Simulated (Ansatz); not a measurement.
TiPt₃: how the free axis answers a strain

TiPt₃, Pm-3m, a = 3.899 Å. The structure is a COD entry; whether it is the stable form wasn't checked. Ansatz: PBEsol, PAW, 420 eV, Γ-centred 14×14×14 mesh on 4 atoms, Gaussian smearing 0.10 eV; no spin polarisation. Series: uniaxial strain along a, with b, c and atoms relaxed; x is the strain in per cent. y is the change of c in per cent of 3.899 Å.

| x (%) | y (%) |
| --- | --- |
| -4.5 | ? |
| -3.0 | 1.13 |
| -1.5 | 0.55 |
| 0.0 | 0.00 |
| 1.5 | -0.49 |
| 3.0 | -0.97 |
| 4.5 | -1.39 |

Fit y = c1 x + c2 x² to the other rows, say what c1 measures, and predict the missing y.

Least squares on the rows shown. y = −0.3495 x + 0.009060 x². So −c1 = 0.349 is Poisson's ratio for this pair of axes. At x = -4.5 the fit asked for gives 1.76 %. The run gave 1.75 %, so the fit is 0.01 % too high, within twice the rms miss on the fitted rows (0.007 %).

Spin–orbit coupling is left out, which can shift energies with elements as heavy as these.